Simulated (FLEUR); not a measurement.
# C under changes of volume

One of the cells (5.672 Å³/atom); the others are scaled copies at fixed shape and fractional positions:

```
C
1.0
     0.00000    1.78337    1.78337
     1.78337    0.00000    1.78337
     1.78337    1.78337    0.00000
C
2
Direct
  0.75000 0.75000 0.75000
  0.50000 0.50000 0.50000
```

This isn't the form of C at room conditions, which is graphite.

```yaml
Program: FLEUR MaX-R8.1 (later development tree)
Functional: r2SCAN
Potentials_or_basis: all-electron
Basis: FLAPW
Kmax: 5.5 1/bohr
k_mesh: 13 × 13 × 13
Occupations: fermi-dirac, width 0.05 eV
Spin: no spin polarisation
```

```csv
volume (Å³/atom),energy over the lowest point (meV/atom),gap on the mesh (eV)
5.332,?,?
5.445,9.75,4.46
5.672,0.00,4.36
5.899,15.31,4.27
6.012,31.01,4.23
```

**Question.** What does the run at 5.332 Å³/atom give?

**Answer.** Energy over the lowest point 25.67 meV/atom; gap on the mesh 4.50 eV.

Worked out: A Birch-Murnaghan fit of order 2 (a polynomial in V^(-2/3)) to the other rows has its minimum at 5.64 Å³/atom with B0 = V·E''(V) = 453 GPa. It gives 25.74 meV/atom at 5.332 Å³/atom, against the run's 25.67. A straight line through the other rows of the gap, of slope -2.33 eV per unit of ln V, extrapolates to 4.51 eV, against the run's 4.50.

Energies are extrapolated to zero smearing.

Caveats: the meta-GGA is that of a development version, with a GGA for the radial functions and cores and without core tails; an odd mesh through Γ misses points on the zone boundary, where band edges often lie.
